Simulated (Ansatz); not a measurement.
System: Al vacancy in zinc-blende AlP (charge state -3). The step: one Al atom jumps into the vacancy from a nearby Al site; the atom moves 3.71 Å along (0.00, 0.48, -0.48) of the unit cell; the moving atom starts with neighbours P at 2.33, 3 P at 2.42 Å and ends with P at 2.33, 3 P at 2.42 Å. A PBE band in Ansatz (plane-wave PAW, a 2×2×2 k-point mesh shifted by half a step, 64 host sites, 22 SCF runs with any check of the saddle's order, static, no finite-size correction) gives a forward barrier of 1.61 eV. The saddle point's order was not checked, and it lies on a symmetry element of the cell, where a band can be held. The charge state is imposed; whether it is stable for some Fermi level was not computed. Forms of the defect that were not tried may lie lower.

Single points at the band's start and saddle point can refine it. Rough cost of one point, in units of the band's mean SCF on the same machine:

```
Level                                                          Cost of one point
-------------------------------------------------------------  -----------------
PBE, a 3×3×3 k-point mesh shifted by half a step                         about 3
r2SCAN at 500 eV, a 2×2×2 k-point mesh shifted by half a step            about 2
```

Which of these move the barrier by more than 0.1 eV, and how far does each move it?

PBE, a 3×3×3 k-point mesh shifted by half a step: 0.00 eV; r2SCAN at 500 eV, a 2×2×2 k-point mesh shifted by half a step: +0.17 eV. Each functional is compared with PBE at the same k-points.

Ansatz is a program for electronic structure.
